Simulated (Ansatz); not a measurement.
# ZrS2 (P-3m1) in Ansatz: further runs

The runs below take ZrS2 through single point, equation of state, with LDA.

Program: Ansatz 0.2.0. These are calculated values, not measurements. Logs are shortened: lines on timing, memory, paths and dates and some standing lists are left out, and cuts for length are marked.

### Step 1. The crystal as given

It takes space group P-3m1 (No. 164, trigonal). The conventional cell has a = 3.691 Å, b = 3.691 Å, c = 6.041 Å, α = 90.00°, β = 90.00°, γ = 120.00°. Zr (site symmetry -3m) has 6 S at 2.57 Å as nearest neighbours. S (site symmetry 3m) is surrounded by 3 Zr at 2.57 Å.

The cell is a database's computed one.

### Step 2. Single point, LDA, 22.34 Å³/atom (volume scaled by 0.94)

input.yaml reads:

```yaml
crystal:
  lattice:
    - [3.6160270677, 0.0, 0.0]
    - [-1.8080135339, 3.1315713014, 0.0]
    - [0.0, 0.0, 5.9177551207]
  atoms:
    - { symbol: Zr, position: [0.0, 0.0, 0.0] }
    - { symbol: S, position: [0.3333333333, 0.6666666667, 0.23790997] }
    - { symbol: S, position: [0.6666666667, 0.3333333333, 0.76209003] }
kpoints:
  mp_grid: { grid: [8, 8, 5] }
scf:
  occupations: { method: fermi_dirac, width: 0.05 }
hamiltonian:
  xc: lda
  pseudopotentials: { kind: all_electron, lapw: { basis_error: 0.002 } }
output:
  forces: true
  stress: true
  eigenvalues: true
```

Potentials or basis: all-electron LAPW, scalar-relativistic.

Started as:

```
$ ansatz run input.yaml --threads 2 --pin off --max-ram 8192MiB --backend cpu --events-out ev --progress --plain --runs-dir out
```

Log:

```text
Warning: RAYON_NUM_THREADS=2 ignored (pool sized by the plan → 2); use --threads N
LAPW: plane waves up to 7.400 Å⁻¹, error target 2.0e-3 eV per atom; small_component_spin mean_spin; S in spheres of 1.143 Å, 14 of its electrons in bands, Dirac shells []; Zr in spheres of 1.375 Å, 28 of its electrons in bands, Dirac shells [] (how accurate: hamiltonian.pseudopotentials.lapw.basis_error, Limitations)
Engine: ansatz 0.2.0, x86_64-unknown-linux-gnu
Pseudopotentials: kind: all_electron
Pseudopotential: Zr, LAPW, valence charge 28, lapw/all_electron/scalar/gaussian/Zr, Koelling and Harmon's equation, gaussian nucleus
Pseudopotential: S, LAPW, valence charge 14, lapw/all_electron/scalar/gaussian/S, Koelling and Harmon's equation, gaussian nucleus
Functional definition: SPW92
  exchange = slater_x
  correlation = pw_c
Crystal: 3 atoms, lattice volume = 67.012 Å³
Basis set: ecut = 208.61889886775958 eV, 463 PW (Γ), exchange–correlation at level 2
Bands: 34, of which v1, the nominal top of the filled ones, is band 28 counted from 1 (27 counted from 0)
Symmetry: 12 space group operations
Space group: P-3m1 (ITA 164), of the structure as read, at distance tolerance 4.1e-5 Å
k-points: 40 of 320
Non-local potential: Zr, projectors of the file, none
Non-local potential: S, projectors of the file, none
Initial density: superposition of atomic densities (chi_scale 0.1, normalization cell, long waves kept (reshape's long-wave potential 0.13 eV rms))
Initial wavefunctions: plane waves of lowest kinetic energy (no species holds an atomic orbital)
Functional: x = slater, c = lda
iter 1 solved again at ethr=3.62e-3 eV; its pass at ethr=1.00e-1 eV (dr2=2.03e0 eV) is discarded
SCF iter   1: F=—  HF=-119486.845092 eV  |F-HF|=—  |Δ(HF+E_count)|=         —  Δρ=4.56e-2  dr2=2.03e0  ethr=3.62e-3  ⟨swp⟩=2.0  Hψ=9218  notcnv=0
preconditioner: auto → Resta (q_TF=auto, 2.648 Å⁻¹)  ε∞=4.5  [insulator: Δε(μ)=1.716 eV  Ē_g=9.681 eV  σ=0.050 eV  W_gap=1.00  n_scr=22 (ndim 8)  ℏωp=18.1 eV  f_vac=0.123  D(μ)=0.00/eV (n_scr^D=0)  ε∞_Penn≈4.5]
SCF iter   2: F=—  HF=-119486.138649 eV  |F-HF|=—  |Δ(HF+E_count)|=   7.06e-1  Δρ=1.80e-2  dr2=4.32e-1  ethr=3.62e-3  ⟨swp⟩=2.1  Hψ=4086  notcnv=0
SCF iter   3: F=—  HF=-119486.056399 eV  |F-HF|=—  |Δ(HF+E_count)|=   8.22e-2  Δρ=1.08e-2  dr2=1.20e-1  ethr=7.72e-4  ⟨swp⟩=3.0  Hψ=4302  notcnv=0
iter 4 solved again at ethr=1.14e-5 eV; its pass at ethr=2.14e-4 eV (dr2=6.40e-3 eV) is discarded
SCF iter   4: F=—  HF=-119486.030124 eV  |F-HF|=—  |Δ(HF+E_count)|=         —  Δρ=2.37e-3  dr2=6.36e-3  ethr=1.14e-5  ⟨swp⟩=2.0  Hψ=6995  notcnv=0
the basis was enlarged: its passes take 95.1 KiB over the memory plan, 2 of 2 planned eigensolver slots
SCF iter   5: F=—  HF=-119486.029894 eV  |F-HF|=—  |Δ(HF+E_count)|=   2.30e-4  Δρ=5.53e-4  dr2=2.38e-4  ethr=1.14e-5  ⟨swp⟩=2.2  Hψ=4017  notcnv=0
SCF iter   6: F=—  HF=-119486.029994 eV  |F-HF|=—  |Δ(HF+E_count)|=   9.98e-5  Δρ=1.17e-4  dr2=1.78e-5  ethr=4.25e-7  ⟨swp⟩=2.0  Hψ=4007  notcnv=0
SCF iter   7: F=—  HF=-119486.029996 eV  |F-HF|=—  |Δ(HF+E_count)|=   1.92e-6  Δρ=4.69e-5  dr2=2.49e-6  ethr=3.18e-8  ⟨swp⟩=2.9  Hψ=4083  notcnv=0
SCF iter   8: F=—  HF=-119486.029997 eV  |F-HF|=—  |Δ(HF+E_count)|=   1.18e-6  Δρ=1.21e-5  dr2=1.84e-7  ethr=4.45e-9  ⟨swp⟩=3.0  Hψ=4127  notcnv=0
SCF iter   9: F=-119486.029997 eV  HF=-119486.029997 eV  |F-HF|=2.94e-8  |Δ(HF+E_count)|=   1.80e-8  Δρ=3.98e-6  dr2=1.61e-8  ethr=3.28e-10  ⟨swp⟩=3.0  Hψ=4062  notcnv=0
SCF 1 converged in 9 iterations: F = -119486.029997 eV  dr2 = 1.61e-8
SCF converged after 9 iterations
Free energy (F): -119486.029997 eV
Harris-Foulkes:  -119486.029997 eV  (|F-HF|=2.94e-8)
Internal energy: -119486.029990 eV  (E = F + TS)
E sigma→0 (E₀):  -119486.029994 eV
Entropy (-TS):   -0.000007 eV (-0.002 meV/atom)
Fermi energy:    8.564092 eV
--- Per-component energies (eV) ---
  E_band       = -6037.820643
  E_kinetic    = 122752.363951
  E_xc         = -4333.249186
  E_electrostatic = -237905.144756  (all electrons and nuclei)
  E_smearing   = -0.000007  (= −TS)
  E_closure    = 0.000000  (closes the sum)
  E_atoms      = -119463.887455  (free atoms, spherical and without spin; not in F)
  Σ components = -119486.029997   (vs F -119486.029997, Δ=0.00e0)
  Basis errors (estimates in eV, not in F): energy 9.0e-4 per atom: plane waves 8.2e-4 (5.0e-4 summed), levels above the bands 1.6e-49, relativity 3.9e-9, radial functions 8.3e-5, core shells 1.1e-6; eigenvalues (radial functions only) 3.6e-6; not estimated: angular momenta, meshes, grids; target (lapw.basis_error) 2.0e-3; muffin-tin radii S 1.143 Å, Zr 1.375 Å
--- Forces (eV/Å), atoms counted from 1 ---
  atom   1  Zr     0.00000000    -0.00000000     0.00000000
  atom   2  S      0.00000000    -0.00000000     0.44708975
  atom   3  S     -0.00000000     0.00000000    -0.44708975
  max |Σ_I F_I| component: 9.25e-18 eV/Å
--- Stress (GPa, compression-positive) ---
        0.936328       0.000000       0.000000
        0.000000       0.936328      -0.000000
        0.000000      -0.000000       1.603458
  P = ⅓ Tr σ = 1.1587 GPa (11.587 kbar)
--- Band table (eV; the first three rows and the last of 40) ---
  k-point 0: bands = ["-302.9701", "-302.9701", "-302.9682", "-195.2946", "-195.2946", "-160.7965", "-160.7965", "-160.7954", "-160.7754", "-160.7754", "-140.9853", "-140.9853", "-140.9835", "-140.9835", "-140.9835", "-140.9835", "-40.5209", "-18.6909", "-18.5153", "-18.5153", "-4.7212", "-3.0960", "3.5273", "5.1224", "5.1224", "8.0421", "8.0552", "8.0552", "9.6099", "9.6099", "10.5103", "13.3453", "13.3453", "13.9023"]
  k-point 1: bands = ["-302.9701", "-302.9701", "-302.9682", "-195.2946", "-195.2946", "-160.7965", "-160.7965", "-160.7954", "-160.7754", "-160.7754", "-140.9853", "-140.9853", "-140.9835", "-140.9835", "-140.9835", "-140.9835", "-40.5209", "-18.6912", "-18.5153", "-18.5153", "-4.6559", "-3.2090", "3.8021", "5.1325", "5.1325", "7.4537", "8.0157", "8.0157", "9.5987", "9.5987", "10.7300", "13.4635", "13.4635", "13.9696"]
  k-point 2: bands = ["-302.9701", "-302.9701", "-302.9682", "-195.2946", "-195.2946", "-160.7965", "-160.7965", "-160.7954", "-160.7754", "-160.7754", "-140.9854", "-140.9853", "-140.9835", "-140.9835", "-140.9835", "-140.9835", "-40.5209", "-18.6915", "-18.5152", "-18.5152", "-4.5268", "-3.4119", "4.4138", "5.1492", "5.1492", "6.4870", "7.9531", "7.9531", "9.5803", "9.5803", "10.9210", "13.6677", "13.6677", "14.2479"]
  k-point 39: bands = ["-302.9701", "-302.9701", "-302.9682", "-195.2946", "-195.2946", "-160.7965", "-160.7965", "-160.7954", "-160.7754", "-160.7754", "-140.9853", "-140.9853", "-140.9835", "-140.9835", "-140.9835", "-140.9835", "-40.4936", "-18.7814", "-18.6910", "-18.6091", "-3.4350", "-3.1978", "4.1219", "4.5020", "5.2284", "5.9213", "6.1602", "6.6024", "10.1453", "11.1268", "11.2997", "13.3572", "14.3308", "15.6322"]
```

It took 14 s on 2 threads of AMD EPYC 7R43 (Zen 3), shared host; peak memory 0.37 GiB.

What came out:

* Free energy: -119486.0300 eV
* Pressure: 1.2 GPa
* Largest force: 0.447 eV/Å
* Band gap on the k mesh: 0.90 eV, indirect (least direct gap 1.55 eV)

Caveat: an odd mesh through Γ misses points on the zone boundary, where band edges often lie.

### Step 3. Single point, LDA, 22.81 Å³/atom (volume scaled by 0.96)

Edit input.yaml of step 2 so:

```diff
@@ -2,5 +2,5 @@
   lattice:
-    - [3.6160270677, 0.0, 0.0]
-    - [-1.8080135339, 3.1315713014, 0.0]
-    - [0.0, 0.0, 5.9177551207]
+    - [3.6414928861, 0.0, 0.0]
+    - [-1.8207464431, 3.1536253471, 0.0]
+    - [0.0, 0.0, 5.9594308256]
   atoms:
```

Potentials or basis: all-electron LAPW, scalar-relativistic.

Started as:

```
$ ansatz run input.yaml --threads 2 --pin off --max-ram 8192MiB --backend cpu --events-out ev --progress --plain --runs-dir out
```

It took 15 s on 2 threads of AMD EPYC 7R43 (Zen 3), shared host; peak memory 0.35 GiB.

Results (log left out):

```yaml
Free_energy: -119486.0308 eV
Pressure: -0.9 GPa
Largest_force: 0.180 eV/Å
Band_gap_on_the_k_mesh: 0.91 eV, indirect (least direct gap 1.56 eV)
```

Caveat: an odd mesh through Γ misses points on the zone boundary, where band edges often lie.

### Step 4. Single point, LDA, 23.29 Å³/atom (volume scaled by 0.98)

Edit input.yaml of step 3 so:

```diff
@@ -2,5 +2,5 @@
   lattice:
-    - [3.6414928861, 0.0, 0.0]
-    - [-1.8207464431, 3.1536253471, 0.0]
-    - [0.0, 0.0, 5.9594308256]
+    - [3.6666074238, 0.0, 0.0]
+    - [-1.8333037119, 3.1753751747, 0.0]
+    - [0.0, 0.0, 6.0005316473]
   atoms:
```

Started as:

```
$ ansatz run input.yaml --threads 2 --pin off --max-ram 8192MiB --backend cpu --events-out ev --progress --plain --runs-dir out
```

It took 14 s on 2 threads of AMD EPYC 7R43 (Zen 3), shared host; peak memory 0.36 GiB.

Results (log left out):

```yaml
Free_energy: -119486.0139 eV
Pressure: -2.8 GPa
Largest_force: 0.067 eV/Å
Band_gap_on_the_k_mesh: 0.92 eV, indirect (least direct gap 1.55 eV)
```

Caveat: an odd mesh through Γ misses points on the zone boundary, where band edges often lie.

### Step 5. Single point, LDA, 23.76 Å³/atom

Edit input.yaml of step 4 so:

```diff
@@ -2,5 +2,5 @@
   lattice:
-    - [3.6666074238, 0.0, 0.0]
-    - [-1.8333037119, 3.1753751747, 0.0]
-    - [0.0, 0.0, 6.0005316473]
+    - [3.6913825498, 0.0, 0.0]
+    - [-1.8456912749, 3.1968310632, 0.0]
+    - [0.0, 0.0, 6.04107701]
   atoms:
```

Started as:

```
$ ansatz run input.yaml --threads 2 --pin off --max-ram 8192MiB --backend cpu --events-out ev --progress --plain --runs-dir out
```

Wall time 14 s (2 threads of AMD EPYC 7R43 (Zen 3), shared host); peak memory 0.35 GiB.

Results (log left out):

```yaml
Free_energy: -119485.9811 eV
Pressure: -4.5 GPa
Largest_force: 0.297 eV/Å
Band_gap_on_the_k_mesh: 0.94 eV, indirect (least direct gap 1.53 eV)
```

Caveat: an odd mesh through Γ misses points on the zone boundary, where band edges often lie.

### Step 6. Single point, LDA, 24.24 Å³/atom (volume scaled by 1.02)

Edit input.yaml of step 5 so:

```diff
@@ -2,5 +2,5 @@
   lattice:
-    - [3.6913825498, 0.0, 0.0]
-    - [-1.8456912749, 3.1968310632, 0.0]
-    - [0.0, 0.0, 6.04107701]
+    - [3.7158295043, 0.0, 0.0]
+    - [-1.8579147522, 3.2180027468, 0.0]
+    - [0.0, 0.0, 6.0810853085]
   atoms:
```

Potentials or basis: all-electron LAPW, scalar-relativistic.

Started as:

```
$ ansatz run input.yaml --threads 2 --pin off --max-ram 8192MiB --backend cpu --events-out ev --progress --plain --runs-dir out
```

Run time: 15 s. Hardware: 2 threads of AMD EPYC 7R43 (Zen 3), shared host; peak memory 0.36 GiB.

It converged, with:

```
Free energy            : -119485.9339 eV
Pressure               : -6.0 GPa
Largest force          : 0.510 eV/Å
Band gap on the k mesh : 0.95 eV, indirect (least direct gap 1.52 eV)
```

Caveat: an odd mesh through Γ misses points on the zone boundary, where band edges often lie.

### Step 7. Single point, LDA, 24.71 Å³/atom (volume scaled by 1.04)

Edit input.yaml of step 6 so:

```diff
@@ -2,5 +2,5 @@
   lattice:
-    - [3.7158295043, 0.0, 0.0]
-    - [-1.8579147522, 3.2180027468, 0.0]
-    - [0.0, 0.0, 6.0810853085]
+    - [3.7399589434, 0.0, 0.0]
+    - [-1.8699794717, 3.2388994541, 0.0]
+    - [0.0, 0.0, 6.1205739819]
   atoms:
```

Started as:

```
$ ansatz run input.yaml --threads 2 --pin off --max-ram 8192MiB --backend cpu --events-out ev --progress --plain --runs-dir out
```

Wall time 14 s (2 threads of AMD EPYC 7R43 (Zen 3), shared host); peak memory 0.36 GiB.

It converged, with:

- Free energy: -119485.8739 eV
- Pressure: -7.4 GPa
- Largest force: 0.708 eV/Å
- Band gap on the k mesh: 0.95 eV, indirect (least direct gap 1.51 eV)

Caveat: an odd mesh through Γ misses points on the zone boundary, where band edges often lie.

### Step 8. Single point, LDA, 25.19 Å³/atom (volume scaled by 1.06)

Edit input.yaml of step 7 so:

```diff
@@ -2,5 +2,5 @@
   lattice:
-    - [3.7399589434, 0.0, 0.0]
-    - [-1.8699794717, 3.2388994541, 0.0]
-    - [0.0, 0.0, 6.1205739819]
+    - [3.7637809802, 0.0, 0.0]
+    - [-1.8818904901, 3.2595299432, 0.0]
+    - [0.0, 0.0, 6.1595595806]
   atoms:
```

Started as:

```
$ ansatz run input.yaml --threads 2 --pin off --max-ram 8192MiB --backend cpu --events-out ev --progress --plain --runs-dir out
```

It took 15 s on 2 threads of AMD EPYC 7R43 (Zen 3), shared host; peak memory 0.37 GiB.

It converged, with:

- Free energy: -119485.8023 eV
- Pressure: -8.6 GPa
- Largest force: 0.892 eV/Å
- Band gap on the k mesh: 0.96 eV, indirect (least direct gap 1.49 eV)

Caveat: an odd mesh through Γ misses points on the zone boundary, where band edges often lie.

### Step 9. Equation of state, LDA

Potentials or basis: all-electron LAPW, scalar-relativistic.

This step only gathers the single runs of the series.

What came out:

| Property | Result |
| --- | --- |
| Equilibrium volume | 22.59 Å³/atom |
| Bulk modulus at fixed shape and positions | 99 GPa |
| Pressure derivative of the bulk modulus | 4.1 |

Energy against volume, from the lowest point:
```
volume (Å³/atom)  energy (meV/atom)
          22.337               0.27
          22.813               0.00
          23.288               5.63
          23.763              16.58
          24.238              32.30
          24.714              52.30
          25.189              76.16
```

Caveat: the cell was scaled at fixed shape and fractional positions, which overstates the stiffness of a crystal with free parameters, most of all of layers and chains.
